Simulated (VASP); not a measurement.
Input of a VASP 6.6.1 run:

Contents of POSCAR:

```
KF
1.0
    0.0000000000      2.6549699311      2.6549699311
    2.6549699311      0.0000000000      2.6549699311
    2.6549699311      2.6549699311      0.0000000000
  K               F
     1     1
Direct
     0.0000000000000000    0.0000000000000000    0.0000000000000000
     0.5000000000000000    0.5000000000000000    0.5000000000000000
```

Contents of INCAR.step1:

```
PREC     = Accurate       # precision mode
ENCUT    = 600            # plane-wave cutoff, eV
EDIFF    = 1E-8           # SCF threshold, eV
ISMEAR   = 0              # smearing method
SIGMA    = 0.03           # smearing width, eV
LREAL    = False          # projectors in reciprocal space
LASPH    = True           # aspherical terms in the spheres
NELM     = 80             # most SCF steps
ALGO     = Fast           # electronic algorithm
ISIF     = 3              # what is computed and relaxed
LWAVE    = False          # write WAVECAR
LCHARG   = False          # write CHGCAR
GGA      = PS             # functional
PSTRESS  = -15.0        
IBRION   = 2              # ionic algorithm
NSW      = 40             # ionic steps
EDIFFG   = -0.002         # ionic threshold
```

The input INCAR.step2:

```
PREC     = Accurate       # precision mode
ENCUT    = 600            # plane-wave cutoff, eV
EDIFF    = 1E-8           # SCF threshold, eV
ISMEAR   = 0              # smearing method
SIGMA    = 0.03           # smearing width, eV
LREAL    = False          # projectors in reciprocal space
LASPH    = True           # aspherical terms in the spheres
NELM     = 80             # most SCF steps
ALGO     = Fast           # electronic algorithm
ISIF     = 2              # what is computed and relaxed
LWAVE    = False          # write WAVECAR
LCHARG   = False          # write CHGCAR
GGA      = PS             # functional
PSTRESS  = -15.0        
IBRION   = 6              # ionic algorithm
NFREE    = 2            
POTIM    = 0.015          # step
NSW      = 1              # ionic steps
```

Contents of KPOINTS:

```
Automatic mesh
0
Gamma
  10 10 10
```

Potentials or basis: VASP PAW PBE potentials, release 64 (K_sv, F).

Command:

```bash
$ cat potpaw_PBE.64/K_sv/POTCAR potpaw_PBE.64/F/POTCAR > POTCAR
$ cp INCAR.step1 INCAR
$ mpirun -np 1 vasp_std > vasp.out
$ cp CONTCAR POSCAR
$ cp INCAR.step2 INCAR
$ mpirun -np 1 vasp_std > vasp.out
```

Question: What does it give for the highest phonon frequency at Γ, LO-TO splitting left out?

Answer: 157 cm⁻¹.

Question: Estimate the relaxed cell.

Answer: a = 3.819 Å, b = 3.819 Å, c = 3.819 Å, α = 60.00°, β = 60.00°, γ = 60.00°.

Question: What does it give for the space group after relaxing (to 0.05 Å)?

Answer: Fm-3m (No. 225).

Phonon frequencies in cm⁻¹ (negative: imaginary):
```csv
q point,frequencies
"(0.000, 0.000, 0.000)",0 0 0 157 157 157
```
